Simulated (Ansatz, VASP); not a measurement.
# GaS5: VASP beside Ansatz

```
CELL_PARAMETERS angstrom
6.00584 0.00000 0.00000
-3.00292 5.20121 0.00000
0.00000 0.00000 3.40598
ATOMIC_POSITIONS crystal
Ga 0.00000 0.00000 0.50000
S 0.00000 0.31724 0.00000
S 0.68276 0.68276 0.00000
S 0.31724 0.00000 0.00000
S 0.66667 0.33333 0.50000
S 0.33333 0.66667 0.50000
```

Change from the starting cell: species swapped into the Mg5Sn type (P-62m, No. 189).

Alike in both runs: functional PBE; k mesh 3 × 3 × 4; occupations gaussian, width 0.1 eV; no spin polarisation.

Ansatz relaxed the structure, and its values are those at the end. VASP's run is a single point on that final structure, the one shown.

```csv
,VASP,Ansatz
version,VASP 6.6.1,Ansatz 0.2.0
potentials or method,"VASP PAW PBE potentials, release 64 (Ga_d, S)","scalar-relativistic, plane waves, PAW"
plane-wave cutoff (eV),520,420
valence electrons in the cell,43,43
```

Ansatz gave:

```
gap on the k mesh at the Fermi level (eV) : none
pressure (GPa)                            : -0.1
rms of the force components (eV/Å)        : 0.003
```

Q: Which values does VASP return?

A: gap on the k mesh at the Fermi level (eV): none; pressure (GPa): -0.1; rms of the force components (eV/Å): 0.007.

A gap of «none» marks a metal or a gap that the smearing closes. The functional is the same, so the differences come from potentials, cutoffs and numerics.

Caveats: the k mesh is coarse (spacing up to 0.46 Å⁻¹), so the values aren't converged.
